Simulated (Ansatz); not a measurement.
Here is an Ansatz 0.2.0 calculation.

File input.yaml:

```yaml
crystal:
  lattice:
    - [3.4618096384, 0.0, 0.0]
    - [-1.7309048192, 2.9980150899, 0.0]
    - [0.0, 0.0, 5.48754828]
  atoms:
    - { symbol: Hg, position: [0.3333333333, 0.6666666667, 0.25] }
    - { symbol: Hg, position: [0.6666666667, 0.3333333333, 0.75] }
hamiltonian:
  xc: pbesol
  pseudopotentials: { kind: paw_fr }
magnetization:
  noncollinear: true
  spin_orbit: true
kpoints:
  mp_grid: { grid: [9, 9, 5] }
  band_path:
    path:
      - [[0.0, 0.0, 0.0], [0.5, 0.0, 0.0], [0.3333333333, 0.3333333333, 0.0], [0.0, 0.0, 0.0], [0.0, 0.0, 0.5], [0.5, 0.0, 0.5], [0.3333333333, 0.3333333333, 0.5], [0.0, 0.0, 0.5]]
      - [[0.5, 0.0, 0.5], [0.5, 0.0, 0.0]]
      - [[0.3333333333, 0.3333333333, 0.0], [0.3333333333, 0.3333333333, 0.5]]
    npoints: 14
scf:
  occupations: { method: fermi_dirac, width: 0.05 }
  n_extra_bands: 6
output:
  forces: true
  stress: true
  eigenvalues: true
  fatbands: false
```

Potentials or basis: Ansatz PAW.

The run is started by

```bash
$ ansatz run input.yaml --threads 2 --pin off --max-ram 5632MiB --backend cpu --events-out ev --progress --plain --runs-dir out
```

**Question.** Predict the pressure.

**Answer.** -3.4 GPa.

**Question.** Predict the band gap on the k mesh.

**Answer.** None (metal or under the smearing width).

Levels at the corners of the path, in eV from the Fermi level:
```
point  band 38  band 39  band 40  band 41  band 42  band 43
    Γ    -4.58    -1.15    -1.15    -0.43    -0.43    10.10
    M    -2.11    -1.61    -1.61     2.54     2.54     3.02
    K    -1.16    -1.13    -1.13     1.29     1.29     4.38
    Γ    -4.58    -1.15    -1.15    -0.43    -0.43    10.10
    A    -4.80    -4.80    -4.80     6.41     6.41     6.41
    L    -1.04    -1.04    -1.04     0.26     0.26     0.26
    H    -0.39    -0.32    -0.32     1.54     1.54     1.91
    A    -4.80    -4.80    -4.80     6.41     6.41     6.41
    L    -1.04    -1.04    -1.04     0.26     0.26     0.26
    M    -2.11    -1.61    -1.61     2.54     2.54     3.02
    K    -1.16    -1.13    -1.13     1.29     1.29     4.38
    H    -0.39    -0.32    -0.32     1.54     1.54     1.91
```

Caveat: the PAW data sets come from PBE, with cores solved anew for the run's functional, which leaves a small shift of forces and pressure.
